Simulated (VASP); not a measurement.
Input of a VASP 6.6.1 run:

File INCAR:

```
PREC = Accurate
ENCUT = 600
EDIFF = 1E-7
ISMEAR = -1
SIGMA = 0.05
LREAL = F
LASPH = T
NELM = 100
ALGO = Fast
ISIF = 8
LWAVE = F
LCHARG = F
GGA = PE
IBRION = 2
NSW = 50
EDIFFG = -0.02
```

The input KPOINTS:

```
Automatic mesh
0
Gamma
  5 5 5
```

POSCAR

```
HfN
1.0
    4.5100000000      0.0000000000      0.0000000000
    0.0000000000      4.5100000000      0.0000000000
    0.0000000000      0.0000000000      4.5100000000
Hf N
4 4
Direct
    0.0000000000      0.0000000000      0.0000000000
    0.0000000000      0.5000000000      0.5000000000
    0.5000000000      0.0000000000      0.5000000000
    0.5000000000      0.5000000000      0.0000000000
    0.5000000000      0.5000000000      0.5000000000
    0.0000000000      0.0000000000      0.5000000000
    0.0000000000      0.5000000000      0.0000000000
    0.5000000000      0.0000000000      0.0000000000
```

Potentials or basis: VASP PAW PBE potentials, release 64 (Hf_pv, N).

Command:

```bash
$ cat potpaw_PBE.64/Hf_pv/POTCAR potpaw_PBE.64/N/POTCAR > POTCAR
$ mpirun -np 1 vasp_std > vasp.out
```

Predict the band gap on the k mesh.

none (metal or under the smearing width).

Estimate the relaxed volume.

11.66 Å³/atom.

Predict the relaxed cell.

a = 4.535 Å, b = 4.535 Å, c = 4.535 Å, α = 90.00°, β = 90.00°, γ = 90.00°.

Estimate the space group after relaxing (to 0.05 Å).

Fm-3m (No. 225).

Step by step:
```
step  energy change (eV)  largest force (eV/Å)  pressure (GPa)  volume (Å³)
   1              0.0000                0.0000            4.61        91.73
   2              0.0515                0.0000           -7.77        96.18
   3             -0.0216                0.0000           -0.03        93.27
```

Spin-orbit coupling is left out, which matters for the levels of Hf.
